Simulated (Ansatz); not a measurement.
# InN with two functionals

The reference is InN in the wurtzite structure (space group P6_3mc, No. 186; a = 3.581 Å, c = 5.788 Å).

(Cell as relaxed with PBE.)

Levels (all Ansatz, a quantum-chemistry and plane-wave program, PAW): PBE (420 eV, no SOC); PBEsol (420 eV, without spin-orbit coupling).

Each level relaxes its own structure.

```csv
quantity,PBE,PBEsol
volume per atom,16.06 Å³,(withheld)
lattice parameter a,358.1 pm,(withheld)
lattice parameter c,578.8 pm,(withheld)
band gap,zero,(withheld)
```

Problem. Given the PBE results, estimate those of PBEsol.

Solution. 
- volume per atom, PBEsol: 15.48 Å³
- lattice parameter a, PBEsol: 353.7 pm
- lattice parameter c, PBEsol: 571.4 pm
- band gap, PBEsol: zero

PBE's volume per atom lies 0.590 Å³ above PBEsol's (3.8 %); PBE's lattice parameter a lies 4.4 pm above PBEsol's (1.2 %); PBE's lattice parameter c lies 7.4 pm above PBEsol's (1.3 %); the two agree on the band gap. Neither level is exact; PBEsol is the comparison here, not a measurement.

No phonon test of stability was made. All final runs are without spin polarisation. The zero or small gap of InN can change with the level of theory.
